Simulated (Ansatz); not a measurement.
# TaSi2 (P6_422) in Ansatz: relaxation of cell and atoms with BLYP+D3(BJ)

Aim: the relaxation of cell and atoms of TaSi2 with BLYP+D3(BJ).

Program: Ansatz 0.2.0. These are calculated values, not measurements. Logs are shortened: lines on timing, memory, paths and dates and some standing lists are left out, and cuts for length are marked.

### Step 1. The structure

It takes space group P6_422 (No. 181, hexagonal). The conventional cell has a = 4.784 Å, b = 4.784 Å, c = 6.570 Å, α = 90.00°, β = 90.00°, γ = 120.00°. Ta (site symmetry 222) has 10 Si at 2.61 to 2.83 Å as nearest neighbours. Si (site symmetry 2) is surrounded by 5 Si at 2.56 to 2.83 Å and 5 Ta at 2.61 to 2.83 Å.

### Step 2. Relaxation of cell and atoms, BLYP+D3(BJ)

File input.yaml:

```yaml
crystal:
  lattice:
    - [4.7839, 0.0, 0.0]
    - [-2.39195, 4.1429789292, 0.0]
    - [0.0, 0.0, 6.57]
  atoms:
    - { symbol: Ta, position: [0.0, 0.5, 0.3333333333] }
    - { symbol: Ta, position: [0.5, 0.5, 0.6666666667] }
    - { symbol: Ta, position: [0.5, 0.0, 0.0] }
    - { symbol: Si, position: [0.31794, 0.15897, 0.3333333333] }
    - { symbol: Si, position: [0.15897, 0.84103, 0.6666666667] }
    - { symbol: Si, position: [0.84103, 0.68206, 0.0] }
    - { symbol: Si, position: [0.68206, 0.84103, 0.3333333333] }
    - { symbol: Si, position: [0.84103, 0.15897, 0.6666666667] }
    - { symbol: Si, position: [0.15897, 0.31794, 0.0] }
hamiltonian:
  xc: blyp
  pseudopotentials: { kind: paw }
  dispersion: d3bj
kpoints:
  mp_grid: { grid: [5, 5, 3] }
scf:
  occupations: { method: fermi_dirac, width: 0.05 }
output:
  forces: true
  stress: true
  eigenvalues: true
relax:
  f_tol: 0.01
  max_steps: 40
  cell: { stress_tol: 0.05 }
```

Potentials or basis: Ansatz PAW.

Started as:

```bash
$ ansatz run input.yaml --threads 4 --pin off --max-ram 11264MiB --backend cpu --events-out ev --progress --plain --runs-dir out
```

Standard output:

```text
Warning: RAYON_NUM_THREADS=4 ignored (pool sized by the plan → 4); use --threads N
Engine: ansatz 0.2.0, aarch64-unknown-linux-gnu
Pseudopotentials: kind: paw
Pseudopotential: Ta, paw, valence charge 13, recommended cutoff 420 eV (normal), Ta.paw.azcp
Pseudopotential: Si, paw, valence charge 4, recommended cutoff 420 eV (normal), Si.paw.azcp
Functional definition: BLYP
  parameter beta = 0.0042
  parameter a = 0.04918
  parameter b = 0.132
  parameter c = 0.2533
  parameter d = 0.349
  exchange = b88_x(beta = beta)
  correlation = lyp_c(a = a, b = b, c = c, d = d)
Crystal: 9 atoms, lattice volume = 130.215 Å³
Basis set: ecut = 420 eV, 2523 PW (Γ), exchange–correlation on 64×64×90 points (8 copies of the dense FFT grid, shifted against one another)
Bands: 41, of which v1, the nominal top of the filled ones, is band 32 counted from 1 (31 counted from 0)
Symmetry: 12 space group operations
Space group: P6422 (ITA 181), of the structure as read, at distance tolerance 5.1e-5 Å
k-points: 10 of 75
Non-local potential: Ta, projectors of the file, l = 0: 3, l = 1: 2, l = 2: 2, l = 3: 1
Non-local potential: Si, projectors of the file, l = 0: 2, l = 1: 2, l = 2: 2
PAW form: soft (Blöchl's): semilocal exchange-correlation on the pseudo side does not see the compensation charge
PAW frozen core: Ta, regenerated for the run's functional, and the local potential with it (the file was generated under x = pbe(κ = 0.804, μ = 0.2195149727645171), c = pbe(β = 0.06672455060314922))
PAW frozen core: Si, regenerated for the run's functional, and the local potential with it (the file was generated under x = pbe(κ = 0.804, μ = 0.2195149727645171), c = pbe(β = 0.06672455060314922))
PAW one-centre angular grid: Ta, 590 points (default); XC on 64 Gauss nodes
PAW one-centre angular grid: Si, 110 points (default); XC on 64 Gauss nodes
Initial density: superposition of atomic densities (neutral atoms: chi_scale 0, normalization atom), corrected by the library's trained network
Initial wavefunctions: pseudopotential atomic-orbital guess
Functional: x = b88, c = lyp
SCF iter   1: F=—  HF=-33717.651676 eV  |F-HF|=—  |Δ(HF+E_count)|=         —  Δρ=9.12e-3  dr2=1.08e-1  ethr=1.77e-3  ⟨swp⟩=6.7  Hψ=1900  notcnv=0  defer=3
preconditioner: auto → Kerker (q_TF=auto, 2.417 Å⁻¹)  [metal: Δε(μ)=0.113 eV  Ē_g=7.282 eV  σ=0.050 eV  W_gap=0.50  n_scr=22 (ndim 8)  ℏωp=20.3 eV  f_vac=0.000  D(μ)=3.25/eV (n_scr^D=22)]
SCF iter   2: F=—  HF=-33717.636738 eV  |F-HF|=—  |Δ(HF+E_count)|=   1.49e-2  Δρ=5.68e-3  dr2=4.18e-2  ethr=1.71e-4  ⟨swp⟩=1.9  Hψ=514  notcnv=0  defer=15
SCF iter   3: F=—  HF=-33717.628430 eV  |F-HF|=—  |Δ(HF+E_count)|=   8.31e-3  Δρ=8.80e-4  dr2=1.26e-3  ethr=6.64e-5  ⟨swp⟩=2.8  Hψ=633  notcnv=0  defer=15
SCF iter   4: F=—  HF=-33717.628179 eV  |F-HF|=—  |Δ(HF+E_count)|=   2.51e-4  Δρ=2.20e-4  dr2=5.10e-5  ethr=2.00e-6  ⟨swp⟩=2.2  Hψ=556  notcnv=0  defer=15
SCF iter   5: F=—  HF=-33717.628177 eV  |F-HF|=—  |Δ(HF+E_count)|=   1.82e-6  Δρ=4.94e-5  dr2=2.56e-6  ethr=8.10e-8  ⟨swp⟩=2.0  Hψ=562  notcnv=0  defer=15
SCF iter   6: F=-33717.628179 eV  HF=-33717.628179 eV  |F-HF|=3.79e-9  |Δ(HF+E_count)|=   1.46e-6  Δρ=6.44e-6  dr2=5.88e-8  ethr=1.59e-10  ⟨swp⟩=8.9  Hψ=2071  notcnv=0
SCF 1 converged in 6 iterations: F = -33717.628179 eV  dr2 = 5.88e-8
relax step   1: F+E_penalty+E_count = -33717.62817867 eV  Δ(F+E_penalty+E_count) = +0.000e0 eV  max|allowed force component| = 2.548e-3 eV/Å  Δτ_max = 0.0000 Å  P = -4.209 GPa  Ω = 130.215 Å³  (6 SCF iters, dr2 threshold 1.00e-7 eV, accepted)
Crystal: 9 atoms, lattice volume = 125.787 Å³
Basis set: ecut = 420 eV, 2451 PW (Γ), exchange–correlation on 64×64×90 points (8 copies of the dense FFT grid, shifted against one another)
Initial density: handed on by an earlier stage of this run
Initial wavefunctions: those handed on with the density
iter 1 solved again at ethr=2.03e-5 eV; its pass at ethr=3.10e-3 eV (dr2=1.28e-2 eV) is discarded
SCF iter   1: F=—  HF=-33717.661094 eV  |F-HF|=—  |Δ(HF+E_count)|=         —  Δρ=2.19e-3  dr2=1.19e-2  ethr=2.03e-5  ⟨swp⟩=1.6  Hψ=1989  notcnv=0
preconditioner: auto → Resta (q_TF=auto, 2.431 Å⁻¹)  ε∞=8.6  [insulator: Δε(μ)=0.132 eV  Ē_g=7.493 eV  σ=0.050 eV  W_gap=0.55  n_scr=22 (ndim 8)  ℏωp=20.7 eV  f_vac=0.000  D(μ)=3.00/eV (n_scr^D=22)  ε∞_Penn≈8.6]
[... 46 lines left out ...]
SCF iter   5: F=-33717.671420 eV  HF=-33717.671420 eV  |F-HF|=7.28e-12  |Δ(HF+E_count)|=  5.09e-11  Δρ=1.75e-8  dr2=1.40e-13  ethr=1.00e-12  ⟨swp⟩=1.0  Hψ=410  notcnv=0
iter 6 did not close the SCF: its close was put off for the readings that it lacked (scf_convergence_deferred on its scf_iter line)
SCF iter   6: F=-33717.671420 eV  HF=-33717.671420 eV  |F-HF|=0.00e0  |Δ(HF+E_count)|=  7.28e-12  Δρ=4.22e-9  dr2=1.91e-14  ethr=1.00e-12  ⟨swp⟩=1.0  Hψ=410  notcnv=0
iter 7 did not close the SCF: its close was put off for the readings that it lacked (scf_convergence_deferred on its scf_iter line)
SCF iter   7: F=-33717.671420 eV  HF=-33717.671420 eV  |F-HF|=7.28e-12  |Δ(HF+E_count)|=    0.00e0  Δρ=1.05e-9  dr2=1.26e-15  ethr=1.00e-12  ⟨swp⟩=1.0  Hψ=410  notcnv=0
SCF iter   8: F=-33717.671420 eV  HF=-33717.671420 eV  |F-HF|=7.28e-12  |Δ(HF+E_count)|=  1.46e-11  Δρ=2.99e-10  dr2=8.73e-17  ethr=1.00e-12  ⟨swp⟩=1.1  Hψ=875  notcnv=0
SCF 5 converged in 8 iterations: F = -33717.671420 eV  dr2 = 8.73e-17
relax step   5: F+E_penalty+E_count = -33717.67141966 eV  Δ(F+E_penalty+E_count) = +8.144e-4 eV  max|allowed force component| = 4.681e-4 eV/Å  Δτ_max = 0.0000 Å  P = -0.014 GPa  Ω = 127.353 Å³  stress off target by 1.96e-2 GPa  SCF on the basis re-selected at this cell (its energy is not comparable with the rows above)  (8 SCF iters)
basis re-selected at this cell: Δ(F+E_penalty+E_count) = +8.144e-4 eV, ΔP = -0.010 GPa vs the last step (what re-selecting the basis moved, of the pressure what is left beyond the Pulay correction that the steps carried, after the strain that the cell walked since its last selection, with what the two solves' SCF thresholds leave and, on support functions, any second-order correction that the steps lacked; it is no measure of the basis error at this ecutwfc). This SCF's stress stands 1.96e-2 GPa from its target on what of the cell is left free (relax.cell.stress_tol is 5.00e-2 GPa) and its largest allowed force component is 4.68e-4 eV/Å (relax.f_tol is 1.00e-2 eV/Å): within both
SCF converged after 8 iterations
Free energy (F): -33717.671420 eV
Harris-Foulkes:  -33717.671420 eV  (|F-HF|=7.28e-12)
Internal energy: -33717.647566 eV  (E = F + TS)
E sigma→0 (E₀):  -33717.659493 eV
Entropy (-TS):   -0.023853 eV (-2.650 meV/atom)
Fermi energy:    16.032911 eV
--- Per-component energies (eV) ---
  E_band       = -202.857222
  E_kinetic    = 1373.200336
  E_local      = -2313.937338  (includes V_loc(G=0)·N_el)
  E_nonlocal   = 205.623983
  E_hartree    = 889.118499
  E_xc         = -981.581520
  E_vxc        = -887.690918  (∫ρ·V_xc dr)
  E_paw        = -28380.729022  (= ΣΔE_a)
  E_vpaw       = -358.290823  (= ΣTr[D̂ρ^β])
  E_aug_tail   = 0.000538  (compensation charges beyond the density's cutoff)
  E_ewald      = -4498.304432
  E_disp       = -11.829370  (pairwise vdW)
  E_core_change = 0.790760  (= ΣΔE_core)
  E_smearing   = -0.023853  (= −TS)
  E_closure    = 0.000000  (closes the sum)
  Σ components = -33717.671420   (vs F -33717.671420, Δ=0.00e0)
--- Forces (eV/Å), atoms counted from 1 ---
  atom   1  Ta    -0.00000000    -0.00000000     0.00000000
  atom   2  Ta    -0.00000000     0.00000000    -0.00000000
  atom   3  Ta     0.00000000    -0.00000000    -0.00000000
  atom   4  Si    -0.00040535    -0.00023403    -0.00000000
  atom   5  Si    -0.00040535     0.00023403     0.00000000
  atom   6  Si    -0.00000000     0.00046806    -0.00000000
  atom   7  Si     0.00040535     0.00023403     0.00000000
  atom   8  Si     0.00040535    -0.00023403    -0.00000000
  atom   9  Si     0.00000000    -0.00046806     0.00000000
  max |Σ_I F_I| component: 6.21e-17 eV/Å
--- Stress (GPa, compression-positive) ---
       -0.011403       0.000000      -0.000000
        0.000000      -0.011403       0.000000
       -0.000000       0.000000      -0.019598
  P = ⅓ Tr σ = -0.0141 GPa (-0.141 kbar)
--- Band table (eV; the first three rows and the last of 10) ---
  k-point 0: bands = ["-51.5795", "-51.5624", "-51.5624", "-18.3079", "-18.3079", "-18.3070", "-18.2343", "-18.2343", "-18.1341", "-18.1271", "-18.1210", "-18.1210", "2.5762", "5.9498", "5.9498", "9.4905", "9.9313", "9.9313", "10.2143", "10.2143", "11.1404", "12.2156", "12.2156", "12.5903", "13.5080", "13.5080", "13.5400", "13.6147", "13.6147", "13.8798", "13.8798", "14.6958", "16.8808", "19.1771", "19.1771", "19.5452", "19.5805", "19.6823", "19.9955", "19.9955", "20.1616"]
  k-point 1: bands = ["-51.5768", "-51.5700", "-51.5574", "-18.3528", "-18.2876", "-18.2474", "-18.2414", "-18.2340", "-18.1635", "-18.1442", "-18.1347", "-18.0894", "3.0177", "4.2460", "7.5939", "9.4587", "9.8568", "10.2249", "10.2294", "10.6005", "11.0211", "11.3271", "11.4496", "11.6611", "13.2414", "13.4436", "13.7024", "13.7913", "14.0266", "14.1498", "14.4981", "15.8832", "17.7474", "18.6793", "18.7929", "19.0965", "19.5795", "19.6810", "19.7991", "20.0555", "20.0590"]
  k-point 2: bands = ["-51.5781", "-51.5638", "-51.5624", "-18.3423", "-18.3161", "-18.2774", "-18.2379", "-18.2289", "-18.1394", "-18.1292", "-18.1283", "-18.1041", "2.9637", "6.1641", "6.2514", "7.7772", "8.7293", "9.9181", "10.2717", "11.3545", "11.8491", "12.1996", "12.2998", "12.5724", "13.0841", "13.2563", "13.6943", "13.8576", "14.0489", "14.0625", "14.4076", "14.5189", "16.7210", "18.1131", "18.5101", "19.0993", "19.1321", "19.2788", "19.5013", "19.9656", "20.0391"]
  k-point 9: bands = ["-51.5734", "-51.5675", "-51.5631", "-18.3502", "-18.3440", "-18.2984", "-18.2304", "-18.1983", "-18.1605", "-18.1348", "-18.1051", "-18.1004", "4.9565", "5.8311", "5.8974", "6.7653", "7.7788", "8.7839", "9.8333", "10.6691", "11.6839", "12.3179", "12.7553", "13.1319", "13.3251", "13.6580", "13.7216", "13.7894", "14.4633", "15.2271", "15.7682", "15.9794", "17.2099", "17.9459", "18.0636", "18.6120", "18.7567", "18.8935", "19.0552", "19.4547", "19.6254"]
--- Relaxed structure (4 steps of the walk, 4 accepted, 1 SCFs on fresh bases) ---
  F+E_penalty+E_count = -33717.67141966 eV   max|allowed force component| = 4.681e-4 eV/Å   (the final SCF, on the basis selected at the relaxed cell)
  cell:  # Å, volume = 127.3531 Å³
    - [4.758648723661158, -6.059190331314321e-34, 1.4913820327631762e-18]
    - [-2.379324361830579, 4.121110682376958, -2.3642664238050826e-18]
    - [2.0481991586805622e-18, -2.5667618900662595e-18, 6.493987776061181]
  atoms:
    - { symbol: Ta, position: [5.547148461415779e-17, 0.5000000000000001, 0.33333333333333337] }
    - { symbol: Ta, position: [0.5, 0.5000000000000001, 0.6666666666666667] }
    - { symbol: Ta, position: [0.5, 2.3261891525521314e-20, -2.1666711874356403e-34] }
    - { symbol: Si, position: [0.3173483369296345, 0.15867416846481727, 0.33333333333333337] }
    - { symbol: Si, position: [0.15867416846481724, 0.8413258315351828, 0.6666666666666667] }
    - { symbol: Si, position: [0.8413258315351828, 0.6826516630703657, 2.761472919321492e-20] }
    - { symbol: Si, position: [0.6826516630703655, 0.8413258315351828, 0.33333333333333337] }
    - { symbol: Si, position: [0.8413258315351827, 0.15867416846481727, 0.6666666666666667] }
    - { symbol: Si, position: [0.15867416846481727, 0.31734833692963454, -2.761472919321463e-20] }
```

It took 9.3 s on 4 threads of Arm Neoverse V1, shared host; peak memory 0.44 GiB.

What came out:

| Item | Value |
| --- | --- |
| Free energy | -33717.6714 eV |
| Relaxed volume | 14.15 Å³/atom |
| Relaxed cell | a = 4.759 Å, b = 4.759 Å, c = 6.494 Å, α = 90.00°, β = 90.00°, γ = 120.00° |
| Space group after relaxing (to 0.05 Å) | P6_422 (No. 181) |
| Energy gained by relaxing | 4.8 meV/atom |
| Ionic steps | 5 |
| Pressure after relaxing | 0.0 GPa |
| Band gap on the k mesh | none (metal or under the smearing width) |

Step by step:
```csv
step,energy change (eV),largest force (eV/Å),volume (Å³)
1,0.0000,0.0025,130.21
2,-0.0303,0.1171,125.79
3,-0.0440,0.0061,127.40
4,-0.0441,0.0004,127.35
5,-0.0432,0.0005,127.35
```

Final structure:
```
CELL_PARAMETERS angstrom
4.75865 0.00000 0.00000
-2.37932 4.12111 0.00000
0.00000 0.00000 6.49399
ATOMIC_POSITIONS crystal
Ta 0.00000 0.50000 0.33333
Ta 0.50000 0.50000 0.66667
Ta 0.50000 0.00000 0.00000
Si 0.31735 0.15867 0.33333
Si 0.15867 0.84133 0.66667
Si 0.84133 0.68265 0.00000
Si 0.68265 0.84133 0.33333
Si 0.84133 0.15867 0.66667
Si 0.15867 0.31735 0.00000
```

Caveat: the plane-wave basis is chosen anew once the cell has moved, so the energies of steps on either side of that aren't comparable; pairwise dispersion overbinds metals, which lowers pressure and volume; the PAW data sets come from PBE, with cores solved anew for the run's functional, which leaves a small shift of forces and pressure.
